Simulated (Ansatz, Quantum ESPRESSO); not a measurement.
# Mn3Si: 3 runs at one level of theory

```
Mn Si
1.0
     0.00000    2.86100    2.86100
     2.86100    0.00000    2.86100
     2.86100    2.86100    0.00000
Mn Si
3 1
Direct
  0.75000 0.75000 0.75000
  0.25000 0.25000 0.25000
  0.50000 0.50000 0.50000
  0.00000 0.00000 0.00000
```

Alike in all runs: task band structure; functional PBEsol; k mesh 8 × 8 × 8; occupations fermi-dirac, width 0.05 eV; collinear spin, ferromagnetic start; no spin-orbit coupling. Pressure is positive in compression and, in plane waves, holds the error of the finite cutoff, which Ansatz's Pulay term estimates and takes out.

```json
{"program and potentials": "Ansatz, Ansatz PAW", "plane-wave cutoff (eV)": "420", "notes": "potentials made for PBE, which Ansatz adapts in part; Pulay term of +0.04 GPa included", "pressure (GPa)": "-15.90", "net moment per atom (μB)": "0.25"}
{"program and potentials": "Ansatz, all-electron LAPW, scalar-relativistic", "plane-wave cutoff (eV)": "-", "notes": "-", "pressure (GPa)": "-15.88", "net moment per atom (μB)": "0.25"}
{"program and potentials": "Quantum ESPRESSO, GBRV 1.5 PBEsol", "plane-wave cutoff (eV)": "612", "notes": "-", "pressure (GPa)": "-15.78", "net moment per atom (μB)": "0.25"}
```

The pressure spans -15.90 (Ansatz, Ansatz PAW) to -15.78 GPa (Quantum ESPRESSO, GBRV 1.5 PBEsol), with all-electron results at -15.88. All agree on the net moment per atom. The cell lies far from this level's equilibrium. The state is the one that the start led to, which needn't be the lowest.

The functional is the same throughout but for its coding, so the spread measures potentials, basis and numerics; runs on potential files found faulty are left out.
